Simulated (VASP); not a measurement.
# CdS (Fm-3m) in VASP: a series of runs, part 2 of 2

VASP 6.6.1. The steps go on from the part before.

### 3 Single point, PBE

This run uses another cell than the first one, of 20.74 Å³/atom, 0.994 times its volume.

INCAR reads:

```
  PREC = Accurate
  ENCUT = 520
  EDIFF = 1E-7
  ISMEAR = 0
  SIGMA = 0.01
  LREAL = False
  LASPH = True
  NELM = 100
  ALGO = Fast
  ISIF = 2
  LWAVE = False
  LCHARG = False
  GGA = PE
  NBANDS = 16
```

KPOINTS reads:

```
regular mesh
0
Gamma
  12 12 12
```

POSCAR reads:

```
CdS
1.0
    0.0000000000      2.7474986728      2.7474986728
    2.7474986728      0.0000000000      2.7474986728
    2.7474986728      2.7474986728      0.0000000000
Cd S
1 1
Direct
    0.0000000000      0.0000000000      0.0000000000
    0.5000000000      0.5000000000      0.5000000000
```

Potentials or basis: VASP PAW PBE potentials, release 64 (Cd, S).

On the command line:

```
$ cat potpaw_PBE.64/Cd/POTCAR potpaw_PBE.64/S/POTCAR > POTCAR
$ mpirun -np 1 vasp_std > vasp.out
```

OUTCAR:

```text
PREC = Accurate
   ENCUT = 520
   EDIFF = 1E-7
   ISMEAR = 0
   LREAL = False
   LASPH = True
   NELM = 100
   ISIF = 2
   GGA = PE

 ion  position               nearest neighbor table
   1  0.000  0.000  0.000-   2 2.75   2 2.75   2 2.75   2 2.75   2 2.75   2 2.75
   2  0.500  0.500  0.500-   1 2.75   1 2.75   1 2.75   1 2.75   1 2.75   1 2.75

  LATTYP: Found a face centered cubic cell.
 ALAT       =     5.4949973456

  Lattice vectors:

 A1 = (   0.0000000000,   2.7474986728,   2.7474986728)
 A2 = (   2.7474986728,   0.0000000000,   2.7474986728)
 A3 = (   2.7474986728,   2.7474986728,   0.0000000000)

Analysis of symmetry for initial positions (statically):
=====================================================================
 Subroutine PRICEL returns:
 Original cell was already a primitive cell.

 Routine SETGRP: Setting up the symmetry group for a
 face centered cubic supercell.

 Subroutine GETGRP returns: Found 48 space group operations
 (whereof 48 operations were pure point group operations)
 out of a pool of 48 trial point group operations.

The static configuration has the point symmetry O_h .

Analysis of symmetry for dynamics (positions and initial velocities):
=====================================================================
 Subroutine PRICEL returns:
 Original cell was already a primitive cell.

 Routine SETGRP: Setting up the symmetry group for a
 face centered cubic supercell.

 Subroutine GETGRP returns: Found 48 space group operations
 (whereof 48 operations were pure point group operations)
 out of a pool of 48 trial point group operations.

The dynamic configuration has the point symmetry O_h .

 Subroutine INISYM returns: Found 48 space group operations
 (whereof 48 operations are pure point group operations),
 and found     1 'primitive' translations

----------------------------------------------------------------------------------------

                                     Primitive cell

  volume of cell :      41.4804

  direct lattice vectors                    reciprocal lattice vectors
     0.000000000  2.747498673  2.747498673    -0.181983709  0.181983709  0.181983709
     2.747498673  0.000000000  2.747498673     0.181983709 -0.181983709  0.181983709
     2.747498673  2.747498673  0.000000000     0.181983709  0.181983709 -0.181983709

  length of vectors
     3.885549886  3.885549886  3.885549886     0.315205031  0.315205031  0.315205031

  position of ions in fractional coordinates (direct lattice)
     0.000000000  0.000000000  0.000000000
     0.500000000  0.500000000  0.500000000

  ion indices of the primitive-cell ions
   primitive index   ion index
                 1           1
                 2           2

----------------------------------------------------------------------------------------

 KPOINTS: regular mesh

Automatic generation of k-mesh.
 Grid dimensions read from file:
 generate k-points for:   12   12   12

 Generating k-lattice:

  Cartesian coordinates                     Fractional coordinates (reciprocal lattice)
    -0.015165309  0.015165309  0.015165309     0.083333333  0.000000000  0.000000000
     0.015165309 -0.015165309  0.015165309     0.000000000  0.083333333  0.000000000
     0.015165309  0.015165309 -0.015165309     0.000000000  0.000000000  0.083333333

  Length of vectors
     0.026267086  0.026267086  0.026267086

  Shift w.r.t. Gamma in fractional coordinates (k-lattice)
     0.000000000  0.000000000  0.000000000

 Subroutine IBZKPT returns following result:
 ===========================================

 Found     72 irreducible k-points:

 Following reciprocal coordinates:
            Coordinates               Weight
  0.000000  0.000000  0.000000      1.000000
  0.083333  0.000000  0.000000      8.000000
  0.166667  0.000000  0.000000      8.000000
  0.250000  0.000000  0.000000      8.000000
  0.333333  0.000000  0.000000      8.000000
  0.416667  0.000000  0.000000      8.000000
[... 16 lines left out ...]
  0.500000  0.166667  0.000000     24.000000
 -0.416667  0.166667  0.000000     24.000000
 [... further k-points ...]
   k-points           NKPTS =     72   k-points in BZ     NKDIM =     72   number of bands    NBANDS=     16
   number of dos      NEDOS =    301   number of ions     NIONS =      2
   total plane-waves  NPLWV =  27000
   dimension x,y,z NGX =    30 NGY =   30 NGZ =   30
   dimension x,y,z NGXF=    60 NGYF=   60 NGZF=   60
   ions per type =               1   1
   NGX,Y,Z   is equivalent  to a cutoff of  12.84, 12.84, 12.84 a.u.
   NGXF,Y,Z  is equivalent  to a cutoff of  25.67, 25.67, 25.67 a.u.
 SYSTEM =  unknown system
   PREC   = accura    normal or accurate (medium, high low for compatibility)
   ISTART =      0    job   : 0-new  1-cont  2-samecut
   ICHARG =      2    charge: 1-file 2-atom 10-const
   ISPIN  =      1    spin polarized calculation?
   LNONCOLLINEAR =      F non collinear calculations
   LSORBIT =      F    spin-orbit coupling
   LASPH  =      T    aspherical Exc in radial PAW
   ENCUT  =  520.0 eV  38.22 Ry    6.18 a.u.   7.22  7.22  7.22*2*pi/ulx,y,z
   NELM   =    100;   NELMIN=  2; NELMDL= -5     # of ELM steps
   EDIFF  = 0.1E-06   stopping-criterion for ELM
   LREAL  =      F    real-space projection
   EDIFFG = 0.1E-05   stopping-criterion for IOM
   NSW    =      0    number of steps for IOM
   IBRION =     -1    ionic relax: 0-MD 1-quasi-New 2-CG
   NFREE  =      0    steps in history (QN), initial steepest desc. (CG)
   ISIF   =      2    stress and relaxation
   ISYM   =      2    0-nonsym 1-usesym 2-fastsym
   POTIM  = 0.5000    time-step for ionic-motion
   TEBEG  =    0.0;   TEEND  =   0.0 temperature during run
   PSTRESS=    0.0 pullay stress
   NELECT =      18.0000    total number of electrons
   NUPDOWN=      -1.0000    fix difference up-down
   EMIN   =  10.00;   EMAX   =-10.00  energy-range for DOS
   EFERMI =   0.00;   METHOD = LEGACY
   ISMEAR =     0;   SIGMA  =   0.01  broadening in eV -4-tet -1-fermi 0-gaus
   EFERMI_NEDOS =   21; number of points for ismear=-14 and -15
   IALGO  =     68    algorithm
   IMIX   =      4    mixing-type and parameters
     AMIX     =   0.40;   BMIX     =  1.00
     AMIX_MAG =   1.60;   BMIX_MAG =  1.00
  volume/ion in A,a.u.               =      20.74       139.96
  Fermi-wavevector in a.u.,A,eV,Ry     =   1.239419  2.342162 20.900721  1.536160
  Thomas-Fermi vector in A             =   2.373903
   LORBIT       =      0    0 simple, 1 ext, 2 COOP (PROOUT), +10 PAW based schemes
   GGA     = PE    functional components
   LHFCALC =     F    Hartree Fock is set to
   AEXX    =    0.0000 exact exchange contribution
   IVDW    =     0    specifies the selected vdW correction
   LEPSILON=     F    determine dielectric tensor
   LRPA    =     F    only Hartree local field effects (RPA)
 non-spin polarized calculation
 RMM-DIIS sequential band-by-band and
 Gauss-broadening in eV      SIGMA  =   0.01
  energy-cutoff  :      520.00
  volume of cell :       41.48
 maximum number of plane-waves:      1139
 NGX is ok and might be reduce to    30
   NGX = 15   NGY = 15   NGZ = 15

 number of electron      18.0000005 magnetization

 Free energy of the ion-electron system (eV)
  ---------------------------------------------------
  ext. energy  EPLUGINS =         0.00000000
  ---------------------------------------------------
  free energy    TOTEN  =        -5.87717666 eV

  energy without entropy =       -5.87717666  energy(sigma->0) =       -5.87717666

 E-fermi :   2.8214     XC(G=0): -10.3345

 val. band max:        2.7791565282   @ k =  -0.2500   0.1667   0.0000
 cond. band min:       3.0286869479   @ k =   0.5000   0.5000   0.0000
 fundamental gap:      0.2495304197
 Fermi energy:         2.8213702300

 k-point     1 :       0.0000    0.0000    0.0000
  band No.  band energies     occupation
      1      -9.9289      2.00000
      2      -4.8101      2.00000
      3      -4.8101      2.00000
      4      -4.8101      2.00000
      5      -4.8099      2.00000
      6      -4.8099      2.00000
[... 8 lines left out ...]
     15      14.1339      0.00000
     16      14.1340      0.00000
[... 419 lines left out ...]
 k-point    24 :      -0.4167    0.1667    0.0000
  band No.  band energies     occupation
      1      -8.8589      2.00000
      2      -5.0501      2.00000
      3      -4.9950      2.00000
      4      -4.8919      2.00000
      5      -4.6169      2.00000
      6      -4.5717      2.00000
[... 8 lines left out ...]
     15      15.1346      0.00000
     16      16.3362      0.00000

 [... further k-points ...]

------------------------ aborting loop because EDIFF is reached ----------------------------------------

  FORCE on cell =-STRESS in cart. coord.  units (eV):
  Direction    XX          YY          ZZ          XY          YZ          ZX
  --------------------------------------------------------------------------------------
  -------------------------------------------------------------------------------------
  Total        0.0990667      0.0990667      0.0990667      0.0000000     -0.0000000     -0.0000000
  in kB        3.8264474      3.8264474      3.8264474      0.0000000     -0.0000000     -0.0000000
  external PRESSURE =       3.8264474 kB  Pullay stress =       0.0000000 kB

 VOLUME and BASIS-vectors are now :
 -----------------------------------------------------------------------------
  energy-cutoff  :      520.00
  volume of cell :       41.48
      direct lattice vectors                 reciprocal lattice vectors
     0.000000000  2.747498673  2.747498673    -0.181983709  0.181983709  0.181983709
     2.747498673  0.000000000  2.747498673     0.181983709 -0.181983709  0.181983709
     2.747498673  2.747498673  0.000000000     0.181983709  0.181983709 -0.181983709

 POSITION                                       TOTAL-FORCE (eV/Angst)
 -----------------------------------------------------------------------------------
      0.00000      0.00000      0.00000        -0.000000     -0.000000     -0.000000
      2.74750      2.74750      2.74750         0.000000      0.000000      0.000000
 -----------------------------------------------------------------------------------
    total drift:                               -0.000000      0.000000      0.000000

  FREE ENERGIE OF THE ION-ELECTRON SYSTEM (eV)
  ---------------------------------------------------
  free  energy   TOTEN  =        -5.8771766645 eV

  energy  without entropy=       -5.8771766645  energy(sigma->0) =       -5.87717666
```

OSZICAR:

```text
N       E                     dE             d eps       ncg     rms          rms(c)
DAV:   1     0.105570683328E+03    0.10557E+03   -0.94610E+03  2392   0.106E+03
DAV:   2    -0.266158505621E+01   -0.10823E+03   -0.10138E+03  2792   0.253E+02
DAV:   3    -0.643986987511E+01   -0.37783E+01   -0.37717E+01  2768   0.489E+01
DAV:   4    -0.645771141082E+01   -0.17842E-01   -0.17840E-01  2968   0.337E+00
DAV:   5    -0.645788519271E+01   -0.17378E-03   -0.17378E-03  2680   0.318E-01    0.726E+00
RMM:   6    -0.590592549758E+01    0.55196E+00   -0.69192E-01  2360   0.502E+00    0.625E+00
RMM:   7    -0.587916354521E+01    0.26762E-01   -0.12168E-01  2410   0.203E+00    0.299E+00
RMM:   8    -0.587700735893E+01    0.21562E-02   -0.96360E-03  2617   0.984E-01    0.620E-01
RMM:   9    -0.587710226054E+01   -0.94902E-04   -0.18707E-03  2634   0.362E-01    0.136E-01
RMM:  10    -0.587715054691E+01   -0.48286E-04   -0.22379E-04  2702   0.110E-01    0.597E-02
RMM:  11    -0.587717586669E+01   -0.25320E-04   -0.65178E-05  2573   0.651E-02    0.233E-02
RMM:  12    -0.587717640873E+01   -0.54203E-06   -0.10884E-05  2707   0.249E-02    0.139E-02
RMM:  13    -0.587717658018E+01   -0.17145E-06   -0.22206E-06  2578   0.114E-02    0.164E-03
RMM:  14    -0.587717666449E+01   -0.84316E-07   -0.59470E-07  2291   0.547E-03
   1 F= -.58771767E+01 E0= -.58771767E+01  d E =-.143739E-11
```

Run time: 31 s. Hardware: 1 thread of Intel Xeon Platinum 8559C (Emerald Rapids), shared host; peak memory 0.19 GiB.

Results:

```yaml
Free_energy: -5.8772 eV
Pressure: 0.4 GPa
Band_gap_on_the_k_mesh: 0.25 eV, indirect (least direct gap 1.57 eV)
```

A k mesh can miss the band edges.

### 4 Single point, PBE

This run uses another cell than the first one, of 20.74 Å³/atom, 0.994 times its volume.

INCAR reads:

```
SYSTEM = CdS
PREC = Accurate ; ENCUT = 520
EDIFF = 1E-7 ; ISMEAR = 0
SIGMA = 0.01 ; LREAL = .FALSE.
LASPH = .TRUE. ; NELM = 100
ALGO = Normal ; ISIF = 2
LWAVE = .FALSE. ; LCHARG = .TRUE.
GGA = PE ; LELF = .TRUE.
LVHAR = .TRUE. ; NBANDS = 16
```

KPOINTS reads:

```
Automatic mesh
0
G
  12 12 12
  0 0 0
```

POSCAR is that of step 3.

On the command line:

```
$ cat potpaw_PBE.64/Cd/POTCAR potpaw_PBE.64/S/POTCAR > POTCAR
$ mpirun -np 1 vasp_std > vasp.out
```

Wall time 33 s (1 thread of Intel Xeon Platinum 8559C (Emerald Rapids), shared host); peak memory 0.19 GiB.

The run converged. Its results:

```yaml
Free_energy: -5.8772 eV
Pressure: 0.4 GPa
Band_gap_on_the_k_mesh: 0.25 eV, indirect (least direct gap 1.57 eV)
```

Levels at points of the mesh, in eV from the valence-band top:
| k point | band 5 | band 6 | band 7 | band 8 | band 9 | band 10 | band 11 | band 12 | band 13 | band 14 |
| --- | --- | --- | --- | --- | --- | --- | --- | --- | --- | --- |
| (0.00, 0.00, 0.00) | -7.59 | -7.59 | -0.72 | -0.72 | -0.72 | 0.86 | 9.23 | 9.23 | 9.23 | 11.34 |
| (0.50, 0.00, 0.00) | -7.39 | -7.39 | -4.79 | -0.01 | -0.01 | 3.53 | 5.92 | 5.92 | 6.71 | 12.23 |
| (0.50, 0.50, 0.00) | -7.33 | -6.67 | -4.15 | -2.08 | -2.08 | 0.25 | 6.06 | 9.77 | 11.17 | 11.17 |

### 5 Relaxation of cell and atoms, PBE

INCAR reads:

```
ALGO = Normal
EDIFF = 1E-7
EDIFFG = -0.005
ENCUT = 600
GGA = PE
IBRION = 2
ISIF = 3
ISMEAR = 0
LASPH = T
LCHARG = F
LREAL = F
LWAVE = F
NELM = 100
NSW = 100
PREC = Accurate
SIGMA = 0.01
```

KPOINTS reads:

```
k-points
0
Gamma
  12 12 12
```

POSCAR reads:

```
CdS
1.0
    0.0000000000      2.7532440000      2.7532440000
    2.7532440000      0.0000000000      2.7532440000
    2.7532440000      2.7532440000      0.0000000000
Cd S
1 1
Direct
    0.0000000000      0.0000000000      0.0000000000
    0.5000000000      0.5000000000      0.5000000000
```

On the command line:

```
$ cat potpaw_PBE.64/Cd/POTCAR potpaw_PBE.64/S/POTCAR > POTCAR
$ mpirun -np 1 vasp_std > vasp.out
```

Wall time 40 s (1 thread of Intel Xeon Platinum 8559C (Emerald Rapids), shared host); peak memory 0.21 GiB.

Results (log left out):

```
Free energy                            : -5.8774 eV
Relaxed volume                         : 20.84 Å³/atom
Relaxed cell                           : a = 3.892 Å, b = 3.892 Å, c = 3.892 Å, α = 60.00°, β = 60.00°, γ = 60.00°
Space group after relaxing (to 0.05 Å) : Fm-3m (No. 225)
Energy gained by relaxing              : 0.0 meV/atom
Ionic steps                            : 3
Pressure after relaxing                : 0.0 GPa
Band gap on the k mesh                 : 0.25 eV, indirect (least direct gap 1.54 eV)
```

Final structure:
```yaml
crystal:
  lattice:
    - [0.00000, 2.75182, 2.75182]
    - [2.75182, 0.00000, 2.75182]
    - [2.75182, 2.75182, 0.00000]
  atoms:
    - { symbol: Cd, position: [0.00000, 0.00000, 0.00000] }
    - { symbol: S, position: [0.50000, 0.50000, 0.50000] }
```

Levels at points of the mesh, in eV from the valence-band top:
| k point | band 5 | band 6 | band 7 | band 8 | band 9 | band 10 | band 11 | band 12 | band 13 |
| --- | --- | --- | --- | --- | --- | --- | --- | --- | --- |
| (0.00, 0.00, 0.00) | -7.58 | -7.58 | -0.71 | -0.71 | -0.71 | 0.83 | 9.23 | 9.23 | 9.23 |
| (0.50, 0.00, 0.00) | -7.39 | -7.39 | -4.76 | -0.01 | -0.01 | 3.53 | 5.92 | 5.92 | 6.67 |
| (0.50, 0.50, 0.00) | -7.32 | -6.68 | -4.12 | -2.06 | -2.06 | 0.25 | 6.07 | 9.74 | 11.14 |

A k mesh can miss the band edges. Expect the measured gap to be larger: semilocal functionals such as PBE lack the derivative discontinuity.

### 6 Single point, PBE

This run uses another cell than the first one, of 20.74 Å³/atom, 0.994 times its volume.

INCAR reads:

```
SYSTEM = CdS
PREC = Accurate
ENCUT = 520
EDIFF = 1E-6
ISMEAR = 0
SIGMA = 0.01
LREAL = .False.
LASPH = .True.
NELM = 100
ALGO = Fast
ISIF = 2
LWAVE = .False.
LCHARG = .False.
GGA = PE
NBANDS = 16
```

KPOINTS reads:

```
regular mesh
0
Gamma
  12 12 12
  0 0 0
```

POSCAR reads:

```
CdS
1.0
    0.0000000000      2.7474986728      2.7474986728
    2.7474986728      0.0000000000      2.7474986728
    2.7474986728      2.7474986728      0.0000000000
Cd S
1 1
Direct
    0.0000000000      0.0000000000      0.0000000000
    0.5000000000      0.5000000000      0.5000000000
```

Potentials or basis: VASP PAW PBE potentials, release 64 (Cd, S).

On the command line:

```
$ cat potpaw_PBE.64/Cd/POTCAR potpaw_PBE.64/S/POTCAR > POTCAR
$ mpirun -np 1 vasp_std > vasp.out
```

Run time: 32 s. Hardware: 1 thread of Intel Xeon Platinum 8559C (Emerald Rapids), shared host; peak memory 0.19 GiB.

It converged, with:

```yaml
Free_energy: -5.8772 eV
Pressure: 0.4 GPa
Band_gap_on_the_k_mesh: 0.25 eV, indirect (least direct gap 1.57 eV)
```

Levels at points of the mesh, in eV from the valence-band top:
```tsv
k point	band 7	band 8	band 9	band 10	band 11	band 12
(0.00, 0.00, 0.00)	-0.72	-0.72	-0.72	0.86	9.23	9.23
(0.50, 0.00, 0.00)	-4.79	-0.01	-0.01	3.53	5.92	5.92
(0.50, 0.50, 0.00)	-4.15	-2.08	-2.08	0.25	6.06	9.77
```

A k mesh can miss the band edges. A hybrid or GW would open this gap; PBE tends to underestimate it.

### 7 The runs side by side

| task | cell | k mesh | cutoff (eV) | smearing | gap on the mesh (eV) | pressure (GPa) |
| --- | --- | --- | --- | --- | --- | --- |
| single point | Fm-3m, 20.87 Å³/atom | 6 × 6 × 6 | 520 | gaussian 0.1 eV | 0.25 | -0.1 |
| single point | Fm-3m, 20.74 Å³/atom | 12 × 12 × 12 | 520 | gaussian 0.01 eV | 0.25 | 0.4 |
| relaxation of cell and atoms | relaxed | 12 × 12 × 12 | 600 | gaussian 0.01 eV | 0.25 | 0.0 |

Alike in all rows: level PBE; potentials or basis VASP PAW PBE potentials, release 64 (Cd, S); no spin polarisation.

Absolute energies hang on the potentials; compare differences alone.
